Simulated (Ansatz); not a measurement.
## W: relaxation of cell and atoms with BLYP

The system is W.

```
W
1.0
     0.00000    2.03000    2.03000
     2.03000    0.00000    2.03000
     2.03000    2.03000    0.00000
W
1
Direct
  0.00000 0.00000 0.00000
```

This isn't the form of W at room conditions, which is bcc.

* Program: Ansatz 0.2.0
* Task: relaxation of cell and atoms
* Functional: BLYP
* Potentials or basis: Ansatz PAW
* Cutoff: 420 eV (not typed: the program's choice for these potentials)
* k mesh: 11 × 11 × 11
* Occupations: fermi-dirac, width 0.05 eV
* Spin: no spin polarisation

```json
{
 "Relaxed volume": "17.03 Å³/atom",
 "Relaxed cell": "a = 2.888 Å, b = 2.888 Å, c = 2.888 Å, α = 60.00°, β = 60.00°, γ = 60.00°",
 "Space group after relaxing (to 0.05 Å)": "Fm-3m (No. 225)",
 "Energy gained by relaxing": "4.4 meV/atom",
 "Ionic steps": "4",
 "Pressure after relaxing": "0.0 GPa",
 "Band gap on the k mesh": "none (metal or under the smearing width)"
}
```

The path:
```csv
step,energy change (eV),largest force (eV/Å),volume (Å³)
1,0.0000,0.0000,16.73
2,-0.0042,0.0000,17.05
3,-0.0043,0.0000,17.03
4,-0.0044,0.0000,17.03
```

Final structure:
```yaml
crystal:
  lattice:
    - [0.00000, 2.04191, 2.04191]
    - [2.04191, 0.00000, 2.04191]
    - [2.04191, 2.04191, 0.00000]
  atoms:
    - { symbol: W, position: [0.00000, 0.00000, 0.00000] }
```

Levels at points of the mesh, in eV from the Fermi level:
```tsv
k point	band 4	band 5	band 6	band 7	band 8	band 9	band 10	band 11
(0.00, 0.00, 0.00)	-37.38	-8.60	-0.55	-0.55	-0.55	2.38	2.38	12.96
```

It took 2.7 s on 2 threads of Arm Neoverse V1, on a shared host, peak memory 0.27 GiB.

Caveat: the plane-wave basis is chosen anew once the cell has moved, so the energies of steps on either side of that aren't comparable; the PAW data sets come from PBE, with cores solved anew for the run's functional, which leaves a small shift of forces and pressure. The run has no spin-orbit coupling, so splittings on W are missing.
